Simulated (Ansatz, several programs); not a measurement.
NaI built on the NiAs prototype, relaxed with PBE in Ansatz (plane waves, PAW): space group P6_3/mmc (No. 194), hexagonal; conventional cell a = 4.556 Å, c = 7.746 Å, 34.81 Å³ an atom. Around Na lie 6 I at 3.27 Å; around I lie 6 Na at 3.27 Å. The cell was then scaled with its shape and fractional coordinates held, which makes it stiffer than a relaxed compression. Note: simulated data, non-magnetic, for a generated structure that need not be the stable one.

```
V (Å³/atom)  E (meV/atom)
     32.722          6.75
     34.811          0.00
     35.855          1.39
     36.900          5.28
```

(1) Pass a cubic E = c₀ + c₁u + c₂u² + c₃u³, with u = V − 35.072 Å³, through these points.

(2) Where is the minimum, and what bulk modulus follows?

(3) Predict the energy and the pressure at the withheld volume, 33.767 Å³.

Results:

(1) c₀ = 0.09, c₁ = +0.678, c₂ = 1.320, c₃ = -0.0746 (meV and Å³).

(2) dE/du = 0 at u = -0.251, so V₀ = 34.82 Å³. B = V₀ d²E/dV² = 34.82 × (2c₂ + 6c₃u) = 34.82 × 2.752 = 96 meV/Å³, and 1 meV/Å³ is 0.16022 GPa: 15 GPa. A third-order Birch-Murnaghan fit to all five points gives 34.82 Å³ and 15 GPa.

(3) With u = -1.305: E ≈ 1.62 meV and P = −dE/dV ≈ +0.50 GPa. The run gives 1.60 meV and, from its stress, +0.50 GPa.
